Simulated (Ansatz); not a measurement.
# TaC (rocksalt type): how the settings move a single-point run

Question: which choices in the input matter for TaC (rocksalt type)?

Program: Ansatz 0.2.0. Level of theory: reference: DFT, PBEsol, all-electron PAW with datasets made for the crystal, scalar-relativistic. These are calculated values, not measurements.

## Step 1: The structure to begin with

The structure is cubic, space group Fm-3m (No. 225). The conventional cell has a = 4.440 Å, b = 4.440 Å, c = 4.440 Å, α = 90.00°, β = 90.00°, γ = 90.00°. Around Ta (site symmetry m-3m) lie 6 C at 2.22 Å. C (site symmetry m-3m) has 6 Ta at 2.22 Å in its first shell of neighbours.

As a file:

```xyz
2
Lattice="0.0000 2.2200 2.2200 2.2200 0.0000 2.2200 2.2200 2.2200 0.0000" Properties=species:S:1:pos:R:3 pbc="T T T"
Ta    0.0000    0.0000    0.0000
C     2.2200    2.2200    2.2200
```

## Step 2: Baseline

The input, input.yaml:

```yaml
crystal:
  lattice:
    - [0.0, 2.2199511982, 2.2199511982]
    - [2.2199511982, 0.0, 2.2199511982]
    - [2.2199511982, 2.2199511982, 0.0]
  atoms:
    - { symbol: Ta, position: [0.0, 0.0, 0.0] }
    - { symbol: C, position: [0.5, 0.5, 0.5] }
kpoints:
  mp_grid: { grid: [17, 17, 17] }
scf:
  occupations: { method: fermi_dirac, width: 0.05 }
hamiltonian:
  xc: pbesol
  pseudopotentials: { kind: all_electron, datasets: crystal }
output:
  forces: true
  stress: true
  eigenvalues: true
```

Started as:

```console
$ ansatz run input.yaml --threads 1 --pin off --max-ram 2048MiB --backend cpu --events-out ev --progress --plain --runs-dir out
```

## Step 3: Variant: mp_grid.grid [8, 8, 8], n_extra_bands 8

Edit input.yaml of step 2 so:

```diff
@@ -9,5 +9,6 @@
 kpoints:
-  mp_grid: { grid: [17, 17, 17] }
+  mp_grid: { grid: [8, 8, 8] }
 scf:
   occupations: { method: fermi_dirac, width: 0.05 }
+  n_extra_bands: 8
 hamiltonian:
```

Q: Predict the outcome of this session. Wanted: for each run, ending; energy change; pressure; gap; force.

The runs gave:

```
                                       run     ending  energy change  pressure (GPa)  gap (eV)  force (eV/Å)  cycles   time
                                 reference  converged              0            -0.2      0.00          0.00      10   25 s
1: mp_grid.grid [8, 8, 8], n_extra_bands 8  converged  +0.6 meV/atom            -0.2      0.00          0.00      10  8.6 s
```

Residual by cycle in the longest SCF loop of each run; runs are numbered as in the table. The quantity is the density residual dr2, in eV.

```
cycle  reference    run 1
    1       11.8     11.8
    2       2.14     2.07
    3      0.102    0.109
    4     0.0272   0.0273
    5     0.0013  0.00123
    6     1.8e-4   9.6e-5
    7     1.5e-5   9.7e-6
    8     1.7e-6   7.4e-7
    9     8.8e-9   9.2e-9
   10     1.3e-9  4.2e-10
```

What this shows: Changing the k-point mesh and band count moves the energy by +0.6 meV/atom. The energy is not variational in the mesh, so the sign tells nothing. Cost: 8.6 s against 25 s.
